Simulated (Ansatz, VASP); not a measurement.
One calculation of ZnS, two programs

Contents of INCAR:

```
  PREC = Accurate
  ENCUT = 520
  EDIFF = 1E-6
  ISMEAR = 0
  SIGMA = 0.01
  LREAL = False
  LASPH = True
  NELM = 80
  ALGO = Normal
  ISIF = 2
  LWAVE = False
  LCHARG = False
  NBANDS = 16
```

Contents of KPOINTS:

```
Automatic mesh
0
Gamma
  8 8 8
```

POSCAR

```
ZnS
1.0
    2.5361130451      2.5361130451      0.0000000000
   -2.5361130451      2.5361130451      0.0000000000
    0.0000000000      2.5361130451      2.5361130451
Zn S
1 1
Direct
    0.7500000000      0.2500000000      0.5000000000
    0.0000000000      0.0000000000      0.0000000000
```

Input for Ansatz:

```yaml
crystal:
  lattice:
    - [2.5361130451, 2.5361130451, 0.0]
    - [-2.5361130451, 2.5361130451, 0.0]
    - [0.0, 2.5361130451, 2.5361130451]
  atoms:
    - { symbol: Zn, position: [0.75, 0.25, 0.5] }
    - { symbol: S, position: [0.0, 0.0, 0.0] }
kpoints:
  mp_grid: { grid: [8, 8, 8] }
scf:
  occupations: { method: fixed }
  convergence: { dr2_threshold: 1.0e-10 }
hamiltonian:
  xc: lda
  pseudopotentials: { kind: all_electron, lapw: { basis_error: 0.0005 } }
output:
  forces: true
  stress: true
  eigenstates:
    kpoints:
      - [0.0, 0.0, 0.0]
      - [-0.5, -0.5, -0.5]
      - [-0.5, 0.5, 0.0]
      - [0.0, 0.0, -0.5]
      - [0.0, -0.5, -0.5]
      - [0.0, 0.5, 0.0]
      - [-0.5, 0.0, 0.0]
      - [-0.5, 0.0, -0.5]
  eigenvalues: true
```

Alike in both runs: task single point; functional LDA; k mesh 8 × 8 × 8; no spin polarisation.

```csv
,VASP,Ansatz
version,VASP 6.6.1,Ansatz 0.2.0
potentials or method,"VASP PAW LDA potentials, release 64 (Zn, S)","all-electron LAPW, scalar-relativistic"
plane-wave cutoff (eV),520,see its input
occupations,"gaussian, width 0.01 eV",fixed
```

Ansatz gave:

| Property | Result |
| --- | --- |
| gap on the k mesh at the Fermi level (eV) | 2.72 |
| pressure (GPa) | 15.0 |

Problem. Which values does VASP return?

Solution. gap on the k mesh at the Fermi level (eV): 2.72; pressure (GPa): 15.4.

Ansatz ran all-electron here, so the differences hold the error of VASP's frozen core and of both bases.

Caveats: so large a pressure means that the cell lies far from this level's equilibrium, or that cutoff or potentials fall short (VASP). A k mesh can miss the band edges. A hybrid or GW would open this gap; LDA tends to underestimate it.
